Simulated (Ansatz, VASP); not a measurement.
## Two plane-wave programs on Se

File INCAR:

```
SYSTEM = Se
  PREC = Accurate
  ENCUT = 520
  EDIFF = 1E-7
  ISMEAR = -1
  SIGMA = 0.08
  LREAL = .False.
  LASPH = .True.
  NELM = 80
  ALGO = Normal
  ISIF = 2
  LWAVE = .False.
  LCHARG = .False.
  GGA = PE
  NBANDS = 13
```

The input KPOINTS:

```
regular mesh
0
Gamma
  13 13 13
  0 0 0
```

The input POSCAR:

```
Se
1.0
    1.4742787614     -0.8511752398      2.4097320053
    0.0000000000      1.7023504796      2.4097320053
   -1.4742787614     -0.8511752398      2.4097320053
Se
2
Direct
    0.2500000000      0.2500000000      0.2500000000
   -0.2500000000     -0.2500000000     -0.2500000000
```

Input for Ansatz:

```yaml
crystal:
  lattice:
    - [1.4742787614, -0.8511752398, 2.4097320053]
    - [0.0, 1.7023504796, 2.4097320053]
    - [-1.4742787614, -0.8511752398, 2.4097320053]
  atoms:
    - { symbol: Se, position: [0.25, 0.25, 0.25] }
    - { symbol: Se, position: [-0.25, -0.25, -0.25] }
kpoints:
  mp_grid: { grid: [13, 13, 13] }
scf:
  occupations: { method: fermi_dirac, width: 0.08 }
hamiltonian:
  xc: pbe
  pseudopotentials: { kind: nc }
output:
  forces: true
  stress: true
  eigenvalues: true
```

Change from the starting cell: volume scaled by 0.4, norm-conserving files.

Alike in both runs: task single point; functional PBE; k mesh 13 × 13 × 13; occupations fermi-dirac, width 0.08 eV; no spin polarisation.

|  | VASP | Ansatz |
| --- | --- | --- |
| version | VASP 6.6.1 | Ansatz 0.2.0 |
| potentials or method | VASP PAW PBE potentials, release 64 (Se) | norm-conserving pseudopotentials, scalar-relativistic |
| plane-wave cutoff (eV) | 520 | 1170 |
| valence electrons in the cell | 12 | 32 |

|  | VASP | Ansatz | Ansatz less VASP |
| --- | --- | --- | --- |
| pressure (GPa) | 408.3 | 396.9 | -11.33 |
| largest component of the traceless stress (GPa) | 0.26 | 0.24 | -0.015 |

The two sets of potentials don't hold the same shells in valence.

Caveats: the cell as given lies far from equilibrium; so large a pressure means that the cell lies far from this level's equilibrium, or that cutoff or potentials fall short (VASP).
